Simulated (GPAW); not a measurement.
# AlN (F-43m) in GPAW: reference runs

Reference runs on AlN: the cell as given and a disturbed copy.

All numbers are computed with GPAW 26.7.0; they aren't measurements. Logs are shortened: lines on timing, memory, paths and dates and some standing lists are left out, and cuts for length are marked. The log counts tension as positive stress, the text compression.

### Step 1. Starting point

The structure is cubic, space group F-43m (No. 216). Conventional cell: a = 4.368 Å, b = 4.368 Å, c = 4.368 Å, α = 90.00°, β = 90.00°, γ = 90.00°. Al (site symmetry -43m) is surrounded by 4 N at 1.89 Å. Around N (site symmetry -43m) lie 4 Al at 1.89 Å.

Measurements of this composition are mostly on another form, of space group No. 186.

### Step 2. Single point, PBE

File run.py:

```python
from ase import Atoms
from ase.dft.bandgap import bandgap
from ase.io import write
from ase.units import Bohr, GPa
from gpaw import GPAW, PW
from gpaw.elf import elf_from_dft_calculation

atoms = Atoms(['Al', 'N'],
              cell=[[0.0, 2.1839935596, 2.1839935596],
                    [2.1839935596, 0.0, 2.1839935596],
                    [2.1839935596, 2.1839935596, 0.0]],
              scaled_positions=[[0.0, 0.0, 0.0],
                                [0.25, 0.25, 0.25]],
              pbc=True)

calc = GPAW(mode=PW(800),
            xc='PBE',
            kpts={'size': (10, 10, 10), 'gamma': True},
            occupations={'name': 'fermi-dirac', 'width': 0.05},
            nbands=11,
            convergence={'density': 1e-05, 'energy': 1e-05},
            maxiter=150,
            txt='gpaw.txt')
atoms.calc = calc
energy = atoms.get_potential_energy()
forces = atoms.get_forces()
stress = atoms.get_stress()
calc.write('gs.gpw')
write('result.traj', atoms)
print(f'Energy: {energy:.6f} eV')
print('Forces (eV/A):')
print(forces.round(4))
print('Stress (GPa):', (stress / GPa).round(3))
print('Fermi level:', round(calc.get_fermi_level(), 4), 'eV')
print(f'Gap: {bandgap(calc)[0]:.4f} eV, direct: {bandgap(calc, direct=True)[0]:.4f} eV')

# fields on the real-space grid
write('density.cube', atoms, data=calc.get_pseudo_density() * Bohr**3)
write('potential.cube', atoms, data=calc.get_electrostatic_potential())
write('elf.cube', atoms, data=elf_from_dft_calculation(calc).data)
```

Potentials or basis: GPAW PAW data sets (gpaw-data 1.2.1), pw.

Command:

```sh
$ OMP_NUM_THREADS=1 python run.py
```

gpaw.txt:

```text
__  _  _
 | _ |_)|_||  |
 |__||  | ||/\| - 26.7.0

Input parameters:
  mode=PW(ecut=800.0),
  convergence={'density': 1e-05, 'energy': 1e-05},
  kpts=MonkhorstPack(size=(10, 10, 10), gamma=True),
  maxiter=150,
  nbands=11,
  occupations=Occupations(name='fermi-dirac', width=0.05),
  xc=XC(name='PBE')

Diagonalizing LCAO Hamiltonian
Converting LCAO to pw mode

           N
       Al

Atoms  # Å, Bohr magnetons
|   | symbol |        x |        y |        z |    initial magnetic moments |
|---|--------|----------|----------|----------|-----------------------------|
| 0 |     Al | 0.000000 | 0.000000 | 0.000000 | ( 0.0000,  0.0000,  0.0000) |
| 1 |      N | 1.091997 | 1.091997 | 1.091997 | ( 0.0000,  0.0000,  0.0000) |

Unit cell  # Å
| periodic |        x |        y |        z |  lengths |    angles |
|----------|----------|----------|----------|----------|-----------|
|      yes | 0.000000 | 2.183994 | 2.183994 | 3.088633 | 60.000000 |
|      yes | 2.183994 | 0.000000 | 2.183994 | 3.088633 | 60.000000 |
|      yes | 2.183994 | 2.183994 | 0.000000 | 3.088633 | 60.000000 |

Number of symmetries: 24
Symmetry operations  # r_c * U_cc + t_c -> r_c
|    | kind |            matrix            |
|----|------|------------------------------|
|  0 |  E   |  1, 0, 0,  0, 1, 0,  0, 0, 1 |
|  1 |  σ   |  1, 0, 0,  0, 0, 1,  0, 1, 0 |
|  2 |  σ   |  1, 0,-1,  0, 1,-1,  0, 0,-1 |
|  3 |  C3  |  1, 0,-1,  0, 0,-1,  0, 1,-1 |
|  4 |  C3  |  1,-1, 0,  0,-1, 1,  0,-1, 0 |
|  5 |  σ   |  1,-1, 0,  0,-1, 0,  0,-1, 1 |
|  6 |  σ   |  0, 1, 0,  1, 0, 0,  0, 0, 1 |
|  7 |  C3  |  0, 1, 0,  0, 0, 1,  1, 0, 0 |
|  8 |  C2  |  0, 1,-1,  1, 0,-1,  0, 0,-1 |
|  9 |  S4  |  0, 1,-1,  0, 0,-1,  1, 0,-1 |
| 10 |  C3  |  0, 0, 1,  1, 0, 0,  0, 1, 0 |
| 11 |  σ   |  0, 0, 1,  0, 1, 0,  1, 0, 0 |
| 12 |  S4  |  0, 0,-1,  1, 0,-1,  0, 1,-1 |
| 13 |  C3  |  0, 0,-1,  0, 1,-1,  1, 0,-1 |
| 14 |  S4  |  0,-1, 1,  1,-1, 0,  0,-1, 0 |
| 15 |  C2  |  0,-1, 1,  0,-1, 0,  1,-1, 0 |
| 16 |  C3  |  0,-1, 0,  1,-1, 0,  0,-1, 1 |
| 17 |  S4  |  0,-1, 0,  0,-1, 1,  1,-1, 0 |
| 18 |  S4  | -1, 1, 0, -1, 0, 1, -1, 0, 0 |
| 19 |  C3  | -1, 1, 0, -1, 0, 0, -1, 0, 1 |
| 20 |  C3  | -1, 0, 1, -1, 1, 0, -1, 0, 0 |
| 21 |  S4  | -1, 0, 1, -1, 0, 0, -1, 1, 0 |
| 22 |  σ   | -1, 0, 0, -1, 1, 0, -1, 0, 1 |
| 23 |  C2  | -1, 0, 0, -1, 0, 1, -1, 1, 0 |

BZ-sampling:
  Number of BZ points: 1000
  Number of IBZ points: 47

  Monkhorst-Pack size: [10, 10, 10]
  Monkhorst-Pack shift: [0.05, 0.05, 0.05]

K-points  # in reciprocal-cell coordinates
|     |                                coordinates |     weight |
|-----|--------------------------------------------|------------|
|   0 | (  0.00000000,   0.00000000,   0.00000000) | 0.00100000 |
|   1 | (  0.10000000,   0.10000000,   0.00000000) | 0.00600000 |
|   2 | (  0.10000000,   0.10000000,   0.10000000) | 0.00800000 |
|   3 | (  0.20000000,   0.10000000,   0.10000000) | 0.01200000 |
|   4 | (  0.20000000,   0.20000000,   0.00000000) | 0.00600000 |
|   5 | (  0.20000000,   0.20000000,   0.10000000) | 0.02400000 |
|   6 | (  0.20000000,   0.20000000,   0.20000000) | 0.00800000 |
|   7 | (  0.30000000,   0.20000000,   0.10000000) | 0.02400000 |
|   8 | (  0.30000000,   0.20000000,   0.20000000) | 0.02400000 |
|   9 | (  0.30000000,   0.30000000,   0.00000000) | 0.00600000 |
| ... |                                            |            |
|  46 | (  0.50000000,   0.50000000,   0.50000000) | 0.00400000 |

Plane wave coefficients: 1090
Cutoff: 800.0 eV

Spin-components: 1 (collinear spins)
Bands:           11
Projectors:      10
Spin-degeneracy: 2
Datatype:        complex128

Parallelization:
  kpt:    1
  domain: 1
  band:   1

Density:
  Valence electrons: 8.0
  Components: 1
  Grid points: [21 21 21]
  Charge: 0.0  # |e|

Potential:
  Grid points: [21 21 21]

species:
  Al:
    name:    Aluminium
    Z:       13.0
    valence: 3
    core:    10
    charge:  0.0  # [|e|]
    compensation charges:
      type: gauss
      rc: 0.34  # [Å]
      lmax: 2
    cutoffs:
      filter: 1.91  # [Å]
      core: 2.36  # [Å]
    projectors
    | kind |    occ | energy [eV] | rcut [Å] |
    |------|--------|-------------|----------|
    |   3s |  2.000 |      -7.753 |    1.085 |
    |   3p |  1.000 |      -2.712 |    1.085 |
    |    s |        |      19.459 |    1.085 |
    |    p |        |      24.499 |    1.085 |
    |    d |        |       0.000 |    1.085 |

    Using partial waves for Al as LCAO basis

  N:
    name:    Nitrogen
    Z:       7.0
    valence: 5
    core:    2
    charge:  0.0  # [|e|]
    compensation charges:
      type: gauss
      rc: 0.18  # [Å]
      lmax: 2
    cutoffs:
      filter: 1.11  # [Å]
      core: 0.96  # [Å]
    projectors
    | kind |    occ | energy [eV] | rcut [Å] |
    |------|--------|-------------|----------|
    |   2s |  2.000 |     -18.583 |    0.603 |
    |   2p |  3.000 |      -7.089 |    0.529 |
    |    s |        |       8.629 |    0.603 |
    |    p |        |      20.123 |    0.529 |
    |    d |        |       0.000 |    0.577 |

    Using partial waves for N as LCAO basis

Reference energy: -8085.144769  # eV

eigensolver:
  PPCG
  Converge bands: occupied
  niter=2

density mixing:
  MSR1-Mixer
  Pratt-step length: 0.05
  Maximum mixing coefficient: 0.75
  Old densities: 10
  SVD Regularization: 0.005
  Good broyden scale: 1.0
  Trust region scale: 1.0
  Backstep threshold: 4.0
  History deletion threshold: 6.0
  Fourier metric: weight=20.0, sigma=0.015

occupation numbers:
  Fermi-Dirac:
    width: 0.0500  # eV

poisson solver:
  ecut: 6400.0  # eV

xc functional:
  name: PBE with 2 nearest neighbor stencil

convergence criteria:
- Maximum integral of absolute [dens]ity change: 1e-05 electrons / valence electron
- Maximum [total energy] change in last 3 cyles: 1e-05 eV / valence electron
- Maximum integral of absolute [eigenst]ate change: 4e-08 eV^2 / valence electron
maximum number of iterations: 150

SCF iterations
|iter     | |      energy | eigst |  dens |
|---------|-|-------------|-------|-------|
|iter:   1| |  -16.832590 | -0.26 |       |
|iter:   2| |  -16.302407 | -2.24 | -0.55 |
|iter:   3| |  -14.788798 | -0.92 | -0.60 |
|iter:   4| |  -14.801001 | -3.00 | -1.24 |
|iter:   5| |  -14.807635 | -3.38 | -1.53 |
|iter:   6| |  -14.807686 | -5.45 | -2.77 |
|iter:   7| |  -14.807697c| -6.38 | -3.14 |
|iter:   8| |  -14.807697c| -8.58c| -4.41 |
|iter:   9| |  -14.807697c| -8.15c| -4.90 |
|iter:  10| |  -14.807697c| -9.65c| -5.97c|

Converged in 10 steps
Energy contributions relative to reference atoms: (reference = -8085.144769)

Energy contributions:
  Kinetic:          18.030514
  Coulomb:         -15.606629
  Zero:              0.078257
  External:          0.000000
  Xc:              -17.309839
  Entropy:          -0.000000
  Spinorbit:         0.000000
  ----------------------------
  Free energy:     -14.807697
  Extrapolated:    -14.807697

dipole moment: (-8.583475, -8.583475, -8.583475)  # |e|*Ang

Fermi level: 6.986
Eigenvalues  # (at kpt = [0.000, 0.000, 0.000])
| band index |      eig [eV] | occ [0-2] |
|------------|---------------|-----------|
|          0 |        -9.001 |     2.000 |
|          1 |         5.981 |     2.000 |
|          2 |         5.981 |     2.000 |
|          3 |         5.981 |     2.000 |
|          4 |        10.186 |     0.000 |
|          5 |        18.547 |     0.000 |
|          6 |        18.547 |     0.000 |
|          7 |        18.547 |     0.000 |
|          8 |        23.674 |     0.000 |
|          9 |        23.704 |     0.000 |
|         10 |        25.106 |     0.000 |

Gap: 3.308 eV
Transition (v -> c):
  (s=0, k=0, n=3, [0.00, 0.00, 0.00]) -> (s=0, k=41, n=4, [0.50, 0.50, 0.00])
Direct/indirect transitions are different
Direct gap: 4.205 eV
Transition at: (s=0, k=0, n=3, [0.00, 0.00, 0.00])

Forces  # eV/Ang
|       x |        y |        z |
|---------|----------|----------|
| 0.00000 | -0.00000 | -0.00000 |  # Al   0
| 0.00000 | -0.00000 |  0.00000 |  # N    1

Stress tensor  # eV/Ang^3
|         x |         y |         z |
|-----------|-----------|-----------|
| -0.036000 | -0.000000 | -0.000000 |
| -0.000000 | -0.036000 |  0.000000 |
| -0.000000 |  0.000000 | -0.036000 |

# Writing to gs.gpw (mode='')
```

Run time: 11 s. Hardware: 1 thread of Arm Neoverse V2, shared host; peak memory 0.15 GiB.

Results:

```yaml
Free_energy: -14.8077 eV
Pressure: 5.8 GPa
Band_gap_on_the_k_mesh: 3.31 eV, indirect (least direct gap 4.20 eV)
```

Levels at points of the mesh, in eV from the valence-band top:
```csv
k point,band 2,band 3,band 4,band 5,band 6,band 7
"(0.00, 0.00, 0.00)",0.00,0.00,0.00,4.20,12.57,12.57
"(0.50, 0.50, 0.00)",-4.90,-1.78,-1.78,3.31,8.61,13.96
"(0.50, 0.50, 0.50)",-5.86,-0.48,-0.48,7.39,9.87,11.14
```

### Step 3. Single point, PBE (atoms moved at random, drawn with an rms of 0.05 Å)

File run.py:

```python
from ase.dft.bandgap import bandgap
from ase.io import read, write
from ase.units import GPa
from gpaw import GPAW, PW

atoms = read('POSCAR')

calc = GPAW(mode=PW(800),
            xc='PBE',
            kpts={'size': (10, 10, 10), 'gamma': True},
            occupations={'name': 'fermi-dirac', 'width': 0.05},
            nbands=11,
            convergence={'density': 1e-05, 'energy': 1e-05},
            maxiter=150,
            txt='gpaw.txt')
atoms.calc = calc
energy = atoms.get_potential_energy()
forces = atoms.get_forces()
stress = atoms.get_stress()
calc.write('gs.gpw')
write('result.traj', atoms)
print(f'Energy: {energy:.6f} eV')
print('Forces (eV/A):')
print(forces.round(4))
print('Stress (GPa):', (stress / GPa).round(3))
print('Fermi level:', round(calc.get_fermi_level(), 4), 'eV')
print(f'Gap: {bandgap(calc)[0]:.4f} eV, direct: {bandgap(calc, direct=True)[0]:.4f} eV')
```

File POSCAR:

```
AlN
1.0
    0.0000000000      2.1839935596      2.1839935596
    2.1839935596      0.0000000000      2.1839935596
    2.1839935596      2.1839935596      0.0000000000
Al N
1 1
Direct
    0.0003530000     -0.0059770000      0.0112680000
    0.2477940000      0.2561980000      0.2419040000
```

Potentials or basis: GPAW PAW data sets (gpaw-data 1.2.1), pw.

Command:

```sh
$ OMP_NUM_THREADS=1 python run.py
```

Run time: 1.8 min. Hardware: 1 thread of Arm Neoverse V2, shared host; peak memory 0.35 GiB.

The run converged. Its results:

* Free energy: -14.7862 eV
* Pressure: 6.1 GPa
* Largest force: 0.774 eV/Å
* Band gap on the k mesh: 3.15 eV, indirect (least direct gap 4.04 eV)

Forces in eV/Å, atoms in the order of the input:
```
Al  -0.176 -0.702  0.273
N    0.176  0.702 -0.273
```

Stress tensor (GPa, compression positive):
```
 6.29 -1.39  3.57
-1.39  5.87  0.91
 3.57  0.91  6.25
```

Levels at points of the mesh, in eV from the valence-band top:
| k point | band 1 | band 2 | band 3 | band 4 | band 5 | band 6 | band 7 |
| --- | --- | --- | --- | --- | --- | --- | --- |
| (0.00, 0.00, 0.00) | -15.14 | -0.28 | -0.18 | 0.00 | 4.04 | 12.40 | 12.42 |
| (0.00, 0.00, 0.50) | -13.10 | -5.95 | -0.76 | -0.66 | 7.28 | 9.75 | 10.92 |
| (0.00, 0.50, 0.00) | -13.08 | -6.06 | -0.67 | -0.51 | 7.19 | 9.67 | 10.95 |
| (0.00, 0.50, 0.50) | -12.45 | -5.06 | -1.96 | -1.90 | 3.15 | 8.44 | 13.79 |
| (0.50, 0.00, 0.00) | -13.09 | -6.01 | -0.75 | -0.54 | 7.23 | 9.71 | 10.92 |
| (0.50, 0.00, 0.50) | -12.45 | -5.06 | -2.02 | -1.84 | 3.16 | 8.46 | 13.79 |
| (0.50, 0.50, 0.00) | -12.45 | -5.06 | -1.97 | -1.89 | 3.15 | 8.44 | 13.79 |
| (0.50, 0.50, 0.50) | -13.08 | -6.05 | -0.69 | -0.51 | 7.20 | 9.68 | 10.94 |

A k mesh can miss the band edges.
